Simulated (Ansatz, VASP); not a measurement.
# One calculation of MgI2, two programs

INCAR

```
ALGO = Normal ; EDIFF = 1E-6
ENCUT = 520 ; GGA = PE
ISIF = 2 ; ISMEAR = 0
LASPH = T ; LCHARG = F
LREAL = F ; LWAVE = F
NBANDS = 15 ; NELM = 100
PREC = Accurate ; SIGMA = 0.05
```

The input KPOINTS:

```
k-points
0
Gamma
  6 6 4
```

Contents of POSCAR:

```
MgI2
1.0
    4.2950988506      0.0000000000      0.0000000000
   -2.1475494253      3.7196647164      0.0000000000
    0.0000000000      0.0000000000      7.9749240755
Mg I
1 2
Direct
    0.0000000000      0.0000000000      0.0000000000
    0.3333333333      0.6666666667      0.8012283115
    0.6666666667      0.3333333333      0.1987716885
```

Input for Ansatz:

```yaml
crystal:
  lattice:
    - [4.2950988506, 0.0, 0.0]
    - [-2.1475494253, 3.7196647164, 0.0]
    - [0.0, 0.0, 7.9749240755]
  atoms:
    - { symbol: Mg, position: [0.0, 0.0, 0.0] }
    - { symbol: I, position: [0.3333333333, 0.6666666667, 0.8012283115] }
    - { symbol: I, position: [0.6666666667, 0.3333333333, 0.1987716885] }
basis:
  ecutwfc: 520.0
kpoints:
  mp_grid: { grid: [6, 6, 4] }
hamiltonian:
  xc: pbe
scf:
  occupations: { method: gaussian, width: 0.05 }
output:
  forces: true
  stress: true
  eigenvalues: true
```

Alike in both runs: task single point; functional PBE; k mesh 6 × 6 × 4; occupations gaussian, width 0.05 eV; no spin polarisation.

|  | VASP | Ansatz |
| --- | --- | --- |
| version | VASP 6.6.1 | Ansatz 0.2.0 |
| potentials or method | VASP PAW PBE potentials, release 64 (Mg, I) | scalar-relativistic, plane waves, PAW |
| plane-wave cutoff (eV) | 520 | 520 |
| valence electrons in the cell | 16 | 44 |

VASP gave:

* gap on the k mesh at the Fermi level (eV): 3.73
* least direct gap on the mesh (eV): 3.79
* pressure (GPa): 0.1
* largest component of the traceless stress (GPa): 0.93
* rms of the force components (eV/Å): 0.124

Problem. Which values does Ansatz return?

Solution. gap on the k mesh at the Fermi level (eV): 3.74; least direct gap on the mesh (eV): 3.80; pressure (GPa): 0.1; largest component of the traceless stress (GPa): 0.92; rms of the force components (eV/Å): 0.129.

Atom by atom the forces differ by 0.004 eV/Å (rms over components). The two sets of potentials don't hold the same shells in valence.

Caveats: spin-orbit coupling is left out, which moves the levels of the heavy elements; this functional lacks dispersion, which binds the layers, so the pressure and a relaxed spacing across them are unreliable. A k mesh can miss the band edges.
